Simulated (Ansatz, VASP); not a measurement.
# Cross-check of GeH (Ge wire along [110], 12 atoms a period, H-terminated) between VASP and Ansatz

Aim: how closely do two programs agree when they are given the same cell, functional and k mesh? The structure shown is the start of the Ansatz relaxation below; VASP solves that cell, so the two are compared at the walk's first step.

Program: Ansatz 0.2.0. Level of theory: plane waves, with VASP 6.6.1 beside it; single point at PBE. Results are calculated unless marked as measured.

## (1) Set-up

The cell holds 24 atoms: 12 Ge and 12 H. Its edges and angles: a = 14.361 Å, b = 17.493 Å, c = 4.073 Å, α = 90.0°, β = 90.0°, γ = 90.0°. Vacuum lies along a and b. The structure's axis is c.

## (2) Ansatz: relaxation, PBE

Ansatz runs on its default PAW (the set named soft_2) files.

The two programs are compared at the cell with which this relaxation starts, whose forces are those of its first step.

Contents of input.yaml:

```yaml
crystal:
  lattice:
    - [14.361, 0.0, 0.0]
    - [0.0, 17.493, 0.0]
    - [0.0, 0.0, 4.0729350596]
  atoms:
    - { symbol: Ge, position: [0.399740019, 0.383593563, 0.0] }
    - { symbol: H, position: [0.437295453, 0.805655945, 0.0] }
    - { symbol: Ge, position: [0.500011588, 0.267177423, 0.0] }
    - { symbol: Ge, position: [0.500011588, 0.500009703, 0.0] }
    - { symbol: H, position: [0.763270861, 0.383593563, 0.187268604] }
    - { symbol: H, position: [0.763270861, 0.616425842, 0.187268604] }
    - { symbol: H, position: [0.236752315, 0.310779599, 0.5] }
    - { symbol: H, position: [0.236752315, 0.456407527, 0.5] }
    - { symbol: H, position: [0.236752315, 0.689239806, 0.5] }
    - { symbol: H, position: [0.236752315, 0.543611878, 0.5] }
    - { symbol: Ge, position: [0.299468451, 0.383593563, 0.5] }
    - { symbol: Ge, position: [0.299468451, 0.616425842, 0.5] }
    - { symbol: Ge, position: [0.600283157, 0.267177423, 0.5] }
    - { symbol: Ge, position: [0.600283157, 0.732841982, 0.5] }
    - { symbol: Ge, position: [0.600283157, 0.500009703, 0.5] }
    - { symbol: H, position: [0.662999293, 0.19436346, 0.5] }
    - { symbol: H, position: [0.662999293, 0.805655945, 0.5] }
    - { symbol: Ge, position: [0.700554726, 0.383593563, 0.5] }
    - { symbol: Ge, position: [0.700554726, 0.616425842, 0.5] }
    - { symbol: H, position: [0.763270861, 0.383593563, 0.812731396] }
    - { symbol: H, position: [0.763270861, 0.616425842, 0.812731396] }
    - { symbol: Ge, position: [0.399740019, 0.616425842, 0.0] }
    - { symbol: H, position: [0.437295453, 0.19436346, 0.0] }
    - { symbol: Ge, position: [0.500011588, 0.732841982, 0.0] }
kpoints:
  mp_grid: { grid: [1, 1, 20] }
scf:
  occupations: { method: fermi_dirac, width: 0.05 }
hamiltonian:
  xc: pbe
relax:
  cell: { fix: [a, b, alpha, beta, gamma] }
  max_steps: 45
  f_tol: 0.03
```

The run is started by

```sh
> ansatz run input.yaml --threads 4 --pin off --max-ram 16384MiB --backend cpu --events-out ev --progress --plain --runs-dir out
```

Numbers of over 12 decimals in the logs are rounded to 6 here.

Output:

```text
Engine: ansatz 0.2.0, aarch64-unknown-linux-gnu
Pseudopotentials: kind: paw
Pseudopotential: Ge, paw, valence charge 14, recommended cutoff 420 eV (normal), Ge.paw.azcp
Pseudopotential: H, paw, valence charge 1, recommended cutoff 420 eV (normal), H.paw.azcp
Functional definition: PBE
  parameter kappa = 0.804
  parameter beta = 0.066725
  exchange = pbe_x(kappa = kappa, mu = beta*pi^2/3)
  correlation = pbe_c(beta = beta)
Crystal: 24 atoms, lattice volume = 1023.190 Å³
Basis set: ecut = 420 eV, 19945 PW (Γ), exchange–correlation on 192×240×60 points (8 copies of the dense FFT grid, shifted against one another)
Bands: 114, of which v1, the nominal top of the filled ones, is band 90 counted from 1 (89 counted from 0)
Symmetry: 4 space group operations
Space group: Pmm2 (ITA 25), of the structure as read, at distance tolerance 1.0e-4 Å
k-points: 11 of 20
Non-local potential: Ge, projectors of the file, l = 0: 2, l = 1: 2, l = 2: 3, l = 3: 1
Non-local potential: H, projectors of the file, l = 0: 2, l = 1: 1
PAW form: soft (Blöchl's): semilocal exchange-correlation on the pseudo side does not see the compensation charge
PAW one-centre angular grid: Ge, 590 points (default); XC on 64 Gauss nodes
PAW one-centre angular grid: H, 110 points (default); XC on 64 Gauss nodes
Initial density: superposition of atomic densities (neutral atoms: chi_scale 0, normalization atom), corrected by the library's trained network
Initial wavefunctions: pseudopotential atomic-orbital guess
Functional: x = pbe(κ = 0.804, μ = 0.219515), c = pbe(β = 0.066725)
SCF iter   1: F=—  HF=-51727.062117 eV  |F-HF|=—  |Δ(HF+E_count)|=         —  Δρ=1.32e-3  dr2=4.27e-2  ethr=1.77e-3  ⟨swp⟩=6.5  Hψ=5120  notcnv=0  defer=13
preconditioner: auto → Resta (q_TF=auto, 2.042 Å⁻¹)  ε∞=1.5  [insulator: Δε(μ)=1.725 eV  Ē_g=21.657 eV  σ=0.050 eV  W_gap=1.00  n_scr=148 (ndim 8)  ℏωp=15.6 eV  f_vac=0.611  D(μ)=0.00/eV (n_scr^D=0)  ε∞_Penn≈1.5  vacuum switching on, ρ_ref=3.4e-2 e/Å³]
SCF iter   2: F=—  HF=-51727.065515 eV  |F-HF|=—  |Δ(HF+E_count)|=   3.40e-3  Δρ=7.15e-4  dr2=1.73e-2  ethr=2.37e-5  ⟨swp⟩=2.6  Hψ=2541  notcnv=0  defer=179
SCF iter   3: F=—  HF=-51727.064958 eV  |F-HF|=—  |Δ(HF+E_count)|=   5.57e-4  Δρ=3.98e-4  dr2=3.28e-3  ethr=9.59e-6  ⟨swp⟩=2.0  Hψ=1354  notcnv=0  defer=179
SCF iter   4: F=—  HF=-51727.066347 eV  |F-HF|=—  |Δ(HF+E_count)|=   1.39e-3  Δρ=1.80e-4  dr2=6.51e-4  ethr=1.82e-6  ⟨swp⟩=2.6  Hψ=1922  notcnv=0  defer=179
SCF iter   5: F=—  HF=-51727.066519 eV  |F-HF|=—  |Δ(HF+E_count)|=   1.73e-4  Δρ=7.88e-5  dr2=5.18e-5  ethr=3.62e-7  ⟨swp⟩=2.6  Hψ=2064  notcnv=0  defer=179
SCF iter   6: F=—  HF=-51727.066839 eV  |F-HF|=—  |Δ(HF+E_count)|=   3.20e-4  Δρ=3.15e-5  dr2=4.76e-5  ethr=2.88e-8  ⟨swp⟩=2.0  Hψ=2244  notcnv=0  defer=180
SCF iter   7: F=—  HF=-51727.066830 eV  |F-HF|=—  |Δ(HF+E_count)|=   9.51e-6  Δρ=1.01e-5  dr2=8.86e-7  ethr=2.64e-8  ⟨swp⟩=2.0  Hψ=1272  notcnv=0  defer=180
SCF iter   8: F=—  HF=-51727.066830 eV  |F-HF|=—  |Δ(HF+E_count)|=   5.11e-7  Δρ=4.42e-6  dr2=1.02e-6  ethr=4.92e-10  ⟨swp⟩=2.0  Hψ=2064  notcnv=0  defer=180
SCF iter   9: F=-51727.066830 eV  HF=-51727.066830 eV  |F-HF|=3.56e-8  |Δ(HF+E_count)|=   7.51e-8  Δρ=2.24e-6  dr2=5.72e-8  ethr=5.56e-11  ⟨swp⟩=3.0  Hψ=3888  notcnv=0
SCF 1 converged in 9 iterations: F = -51727.066830 eV  dr2 = 5.72e-8
  greatest PAW one-centre occupation: 0.998 electrons in one spin orbital (limit 2), on the Ge atom at site 18 (counted from 0), in its partial waves of l = 2
relax step   1: F+E_penalty+E_count = -51727.06683021 eV  Δ(F+E_penalty+E_count) = +0.000e0 eV  max|allowed force component| = 4.029e-1 eV/Å  Δτ_max = 0.0000 Å  P = -0.278 GPa  Ω = 1023.190 Å³  fix = [a, b, alpha, beta, gamma]  reactions: a -0.658, b -0.319 GPa  (9 SCF iters, dr2 threshold 1.00e-7 eV, accepted)
[...]
relax step   7: F+E_penalty+E_count = -51727.35585150 eV  Δ(F+E_penalty+E_count) = -6.002e-5 eV  max|allowed force component| = 3.308e-2 eV/Å  Δτ_max = 0.0165 Å  P = +0.004 GPa  Ω = 1038.968 Å³  energy of the carried Pulay correction = -2.921e-3 eV  fix = [a, b, alpha, beta, gamma]  reactions: a -0.002, b +0.015 GPa  (7 SCF iters, dr2 threshold 1.35e-7 eV, accepted)
[...]
relax step   8: F+E_penalty+E_count = -51727.35640092 eV  Δ(F+E_penalty+E_count) = -5.494e-4 eV  max|allowed force component| = 6.846e-3 eV/Å  Δτ_max = 0.0080 Å  P = -0.002 GPa  Ω = 1038.962 Å³  energy of the carried Pulay correction = -2.920e-3 eV  fix = [a, b, alpha, beta, gamma]  reactions: a -0.003, b -0.000 GPa  (6 SCF iters, dr2 threshold 6.84e-8 eV, accepted)
[...]
relax step   9: F+E_penalty+E_count = -51727.35953805 eV  Δ(F+E_penalty+E_count) = -3.137e-3 eV  max|allowed force component| = 6.638e-3 eV/Å  Δτ_max = 0.0000 Å  P = +0.000 GPa  Ω = 1038.962 Å³  fix = [a, b, alpha, beta, gamma]  reactions: a -0.001, b +0.000 GPa  stress off target by 1.78e-3 GPa on what of the cell is left free  SCF on the basis re-selected at this cell (its energy is not comparable with the rows above)  (8 SCF iters)
basis re-selected at this cell: Δ(F+E_penalty+E_count) = -3.137e-3 eV, ΔP = +0.002 GPa vs the last step (what re-selecting the basis moved, of the pressure what is left beyond the Pulay correction that the steps carried, after the strain that the cell walked since its last selection, with what the two solves' SCF thresholds leave and, on support functions, any second-order correction that the steps lacked; it is no m [...]
SCF converged after 8 iterations
Free energy (F): -51727.359538 eV
Harris-Foulkes:  -51727.359538 eV  (|F-HF|=4.45e-9)
Internal energy: -51727.359538 eV  (E = F + TS)
E sigma→0 (E₀):  -51727.359538 eV
Fermi energy:    -0.707808 eV
--- Per-component energies (eV) ---
  E_band       = -3399.285580
  E_kinetic    = 1488.773232
  E_local      = -93813.586741  (includes V_loc(G=0)·N_el)
  E_nonlocal   = 5048.881488
  E_hartree    = 44280.204291
  E_xc         = -1006.570227
  E_vxc        = -903.589729  (∫ρ·V_xc dr)
  E_paw        = -24254.080227  (= ΣΔE_a)
  E_vpaw       = -3780.160127  (= ΣTr[D̂ρ^β])
  E_aug_tail   = -0.011630  (compensation charges beyond the density's cutoff)
  E_ewald      = 16529.030276
  E_smearing   = -0.000000  (= −TS)
  E_closure    = -0.000000  (closes the sum)
  Σ components = -51727.359538   (vs F -51727.359538, Δ=0.00e0)
--- Forces (eV/Å), atoms counted from 1 ---
  atom   1  Ge     0.00178770    -0.00117800    -0.00000000
  atom   2  H     -0.00044069    -0.00257664    -0.00000000
  atom   3  Ge    -0.00055987    -0.00219937    -0.00000000
  atom   4  Ge    -0.00040397    -0.00000000    -0.00000000
  atom   5  H     -0.00004422    -0.00072800     0.00110495
  atom   6  H     -0.00004422     0.00072800     0.00110495
  atom   7  H     -0.00218062    -0.00277737    -0.00000000
  atom   8  H     -0.00356942     0.00151366     0.00000000
  atom   9  H     -0.00218062     0.00277737     0.00000000
  atom  10  H     -0.00356942    -0.00151366    -0.00000000
  atom  11  Ge     0.00663808    -0.00016998    -0.00000000
  atom  12  Ge     0.00663808     0.00016998     0.00000000
  atom  13  Ge    -0.00064493     0.00313251     0.00000000
  atom  14  Ge    -0.00064493    -0.00313251    -0.00000000
  atom  15  Ge    -0.00101653     0.00000000    -0.00000000
  atom  16  H      0.00034098    -0.00043993    -0.00000000
  atom  17  H      0.00034098     0.00043993     0.00000000
  atom  18  Ge    -0.00057120     0.00168955     0.00000000
  atom  19  Ge    -0.00057120    -0.00168955    -0.00000000
  atom  20  H     -0.00004422    -0.00072800    -0.00110495
  atom  21  H     -0.00004422     0.00072800    -0.00110495
  atom  22  Ge     0.00178770     0.00117800     0.00000000
  atom  23  H     -0.00044069     0.00257664     0.00000000
  atom  24  Ge    -0.00055987     0.00219937     0.00000000
  max |Σ_I F_I| component: 2.68e-6 eV/Å
--- Stress (GPa, compression-positive) ---
       -0.001218      -0.000000       0.000000
       -0.000000       0.000387       0.000000
        0.000000       0.000000       0.001778
  P = ⅓ Tr σ = 0.0003 GPa (0.003 kbar)
--- Relaxed structure (8 steps of the walk, 8 accepted, 1 SCFs on fresh bases) ---
  F+E_penalty+E_count = -51727.35953805 eV   max|allowed force component| = 6.638e-3 eV/Å   (the final SCF, on the basis selected at the relaxed cell)
  cell:  # Å, volume = 1038.9617 Å³
    - [14.361, 0.0, 0.0]
    - [0.0, 17.493, 0.0]
    - [0.0, 0.0, 4.135714]
  atoms:
    - { symbol: Ge, position: [0.399175, 0.381697, -1.4197161265707102e-19] }
    - { symbol: H, position: [0.441701, 0.802868, -1.4197161265707102e-19] }
    - { symbol: Ge, position: [0.504136, 0.269834, -1.4197161265707102e-19] }
    - { symbol: Ge, position: [0.494604, 0.500000, -1.4197161265707102e-19] }
    - { symbol: H, position: [0.758824, 0.388299, 0.203921] }
    - { symbol: H, position: [0.758824, 0.611701, 0.203921] }
    - { symbol: H, position: [0.257423, 0.291394, 0.5] }
    - { symbol: H, position: [0.225460, 0.431482, 0.5] }
    - { symbol: H, position: [0.257423, 0.708606, 0.5] }
    - { symbol: H, position: [0.225460, 0.568518, 0.5] }
    - { symbol: Ge, position: [0.304396, 0.371210, 0.5] }
    - { symbol: Ge, position: [0.304396, 0.628790, 0.5] }
    - { symbol: Ge, position: [0.599234, 0.269588, 0.5] }
    - { symbol: Ge, position: [0.599234, 0.730412, 0.5] }
    - { symbol: Ge, position: [0.593256, 0.500000, 0.5] }
    - { symbol: H, position: [0.663537, 0.198039, 0.5] }
    - { symbol: H, position: [0.663537, 0.801961, 0.5] }
    - { symbol: Ge, position: [0.693906, 0.385928, 0.5] }
    - { symbol: Ge, position: [0.693906, 0.614072, 0.5] }
    - { symbol: H, position: [0.758824, 0.388299, 0.796079] }
    - { symbol: H, position: [0.758824, 0.611701, 0.796079] }
    - { symbol: Ge, position: [0.399175, 0.618303, -1.4197161265707102e-19] }
    - { symbol: H, position: [0.441701, 0.197132, -1.4197161265707102e-19] }
    - { symbol: Ge, position: [0.504136, 0.730166, -1.4197161265707102e-19] }
```

In the SCF lines HF is the Harris–Foulkes energy and dr2 the Hartree energy of the density residual, in eV; the loop may stop once dr2 is under the threshold and the program's other checks hold. Hψ counts applications of the Hamiltonian.

(Part 1 of 2 ends here.)

[Lines on the potential files, build, host, timing and source positions are cut from VASP's logs without a mark.]

[Logs are printed without paths, hosts, clocks, repeated set-up lines and the standing remarks that a program may print on its own settings, such as how far it seeks lower states.]

[Hosts, paths, dates, database ids (printed as entryN), source tags and the programs' standing remarks are cut or masked in the printed files.]
